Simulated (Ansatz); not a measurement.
Born–Oppenheimer molecular dynamics of a periodic cell of 17 atoms, Si16C (host Si, host structure diamond, interstitial C). It goes on from the last frame of an earlier run, with new velocities.

Level of theory: DFT PBE, scalar-relativistic, plane waves, PAW in Ansatz. Settings: PAW set soft_1, cutoff 420 eV, k mesh 2x2x2, fermi-dirac smearing 0.05 eV, spin collinear.

```json
{
 "ensemble": "NVT, Langevin thermostat",
 "time step": "1.5 fs",
 "steps asked": "90",
 "set temperature": "1260 K",
 "friction": "0.05 /fs",
 "seed": "711120"
}
```

First frame:

```xyz
17
Lattice="0.0000 5.4300 5.4300 5.4300 0.0000 5.4300 5.4300 5.4300 0.0000" Properties=species:S:1:pos:R:3
Si -0.211 -0.487 -0.328
Si 1.308 1.315 0.848
Si 3.166 2.572 -0.037
Si 3.838 3.691 2.268
Si 2.531 0.166 2.589
Si 3.826 1.205 4.283
Si 5.625 2.360 3.282
Si 6.923 4.080 4.231
Si 0.140 2.800 2.277
Si 1.792 4.005 3.481
Si 2.658 5.794 2.234
Si 4.139 6.940 3.640
Si 2.614 2.956 5.384
Si 4.036 4.291 6.721
Si 5.379 5.661 5.098
Si 6.350 7.256 6.569
C 10.096 8.707 11.449
```

(1) What does the run give?

(2) What happens to the structure?

(3) How do temperature and energy run in time?

Answers

(1) All steps were run.

```yaml
steps_done: 90
time_covered: 135 fs
mean_temperature_over_the_second_half: 1377 K
spread_of_the_potential_energy_over_the_second_half: 16.4 meV per atom
mean_potential_energy_of_the_second_half_above_the_start: 109.7 meV per atom
```

A run of 0.14 ps of so small a system gives no equilibrium averages. Limits of this set-up: coarse k mesh, a small cell, in which the defect meets its images.

(2) Mean squared displacements from the first frame to the last, about the centre of mass: Si 0.13 Å², C 0.05 Å². The details hang on the random start.

(3) 
```tsv
time (fs)	T (K)	potential energy less start (eV)
0	1186	0.000
6	1264	0.191
12	1019	0.798
18	739	1.196
24	1135	1.487
30	990	1.510
36	1545	1.186
42	1835	1.190
48	1622	1.230
54	1227	1.052
60	1267	0.957
66	1235	1.169
72	1175	1.363
78	1147	1.418
84	1233	1.825
90	1477	2.037
96	1106	2.240
102	1430	2.019
108	1457	1.761
114	1354	1.938
120	1510	2.025
126	1792	2.084
132	1757	2.032
```

The run took 22 min on 1 thread of Arm Neoverse V1 (shared host), peak memory 0.64 GiB.
